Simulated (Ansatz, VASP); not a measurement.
# LiF: VASP beside Ansatz

Contents of INCAR:

```
  PREC = Accurate
  ENCUT = 520
  EDIFF = 1E-6
  ISMEAR = 0
  SIGMA = 0.05
  LREAL = F
  LASPH = T
  NELM = 80
  ALGO = Normal
  ISIF = 2
  LWAVE = F
  LCHARG = F
  GGA = PS
  NBANDS = 18
```

KPOINTS

```
regular mesh
0
Gamma
  9 9 6
```

File POSCAR:

```
LiF
1.0
    3.0609398175      0.0000000000      0.0000000000
   -1.5304699087      2.6508516414      0.0000000000
    0.0000000000      0.0000000000      4.8073245700
Li F
2 2
Direct
    0.3333333333      0.6666666667      0.3811542600
    0.6666666667      0.3333333333      0.8811542600
    0.3333333333      0.6666666667      0.9938437400
    0.6666666667      0.3333333333      0.4938437400
```

Input for Ansatz:

```yaml
crystal:
  lattice:
    - [3.0609398175, 0.0, 0.0]
    - [-1.5304699087, 2.6508516414, 0.0]
    - [0.0, 0.0, 4.80732457]
  atoms:
    - { symbol: Li, position: [0.3333333333, 0.6666666667, 0.38115426] }
    - { symbol: Li, position: [0.6666666667, 0.3333333333, 0.88115426] }
    - { symbol: F, position: [0.3333333333, 0.6666666667, 0.99384374] }
    - { symbol: F, position: [0.6666666667, 0.3333333333, 0.49384374] }
basis:
  ecutwfc: 420
kpoints:
  mp_grid: { grid: [9, 9, 6] }
hamiltonian:
  xc: pbesol
scf:
  occupations: { method: gaussian, width: 0.05 }
output:
  forces: true
  stress: true
  eigenvalues: true
```

Measurements of this composition are mostly on another form, of space group No. 225.

Alike in both runs: task single point; functional PBEsol; k mesh 9 × 9 × 6; occupations gaussian, width 0.05 eV; no spin polarisation.

|  | VASP | Ansatz |
| --- | --- | --- |
| version | VASP 6.6.1 | Ansatz 0.2.0 |
| potentials or method | VASP PAW PBE potentials, release 64 (Li_sv, F) | scalar-relativistic, plane waves, PAW |
| plane-wave cutoff (eV) | 520 | 420 |
| valence electrons in the cell | 20 | 20 |

|  | VASP | Ansatz | Ansatz less VASP |
| --- | --- | --- | --- |
| gap on the k mesh at the Fermi level (eV) | 7.74 | 7.75 | +0.013 |
| least direct gap on the mesh (eV) | 7.74 | 7.75 | +0.013 |

Caveats: an odd mesh through Γ misses points on the zone boundary, where band edges often lie. PBEsol gaps usually lie below the measured ones, often by a third to a half.
